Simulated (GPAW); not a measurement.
Runs of GPAW 26.7.0 on SnO2 (Cassiterite). It takes space group P4_2/mnm (No. 136, tetragonal). The conventional cell has a = 4.738 Å, b = 4.738 Å, c = 3.187 Å, α = 90.00°, β = 90.00°, γ = 90.00°. Around Sn (site symmetry mmm) lie 6 O at 2.05 to 2.06 Å. O (site symmetry m2m) is surrounded by 3 Sn at 2.05 to 2.06 Å. 

| task | level | potentials or basis | cell | k mesh | cutoff (eV) | smearing | optimizer | fmax | max steps | kernel | response ecut | mesh quality | gap on the mesh (eV) | pressure (GPa) | relaxed volume (Å³/atom) | largest force (eV/Å) |
| --- | --- | --- | --- | --- | --- | --- | --- | --- | --- | --- | --- | --- | --- | --- | --- | --- |
| single point | r2SCAN | GPAW PAW data sets (gpaw-data 1.2.1), pw | as given | 5 × 5 × 7 | 600 | fermi-dirac 0.01 eV | - | - | - | - | - | not flagged | 2.01 | (b) | - | 0.39 |
| relaxation of cell and atoms | SCAN+D3 | GPAW PAW data sets (gpaw-data 1.2.1), pw | relaxed | 4 × 4 × 5 | 800 | fermi-dirac 0.05 eV | FIRE | 0.05 eV/Å | 40 | - | - | coarse | 1.92 | 0.3 | 11.93 | 0.02 |
| eps q | r2SCAN | GPAW PAW data sets (gpaw-data 1.2.1), pw | as given | 5 × 5 × 7 | 600 | fermi-dirac 0.001 eV | - | - | - | ALDA | 50 eV | not flagged | 2.01 | - | - | - |
| single point | TB-mBJ | GPAW PAW data sets for LDA (gpaw-data 1.2.1), pw | as given | 4 × 4 × 5 | 800 | fermi-dirac 0.05 eV | - | - | - | - | - | coarse | 3.16 | - | - | - |
| relaxation of cell and atoms | BLYP+D4 | PAW data sets generated in the run's folder for this functional, pw | relaxed | 4 × 4 × 5 | 800 | fermi-dirac 0.05 eV | BFGS | 0.02 eV/Å | 100 | - | - | coarse | (a) | -0.1 | 12.31 | - |

Alike in all rows: no spin polarisation.

**Question.** Fill in the values left out.

**Answer.** (a) 0.94; (b) -2.7.

Caveats: spin-orbit coupling is left out, which moves the levels of the heavy elements; the PAW data sets were made with another functional, which shifts forces and pressure a little (some runs); later steps reuse the first step's grids (some runs); the cutoff is short for stress and forces, so pressures can be off by a GPa or more (some runs); response on these states lacks terms of the Hamiltonian (some runs); a model potential gives levels but no total energy (some runs).

A k mesh can miss the band edges, and the runs leave out spin-orbit coupling on Sn.

Runs at the PBE level aren't shown here.
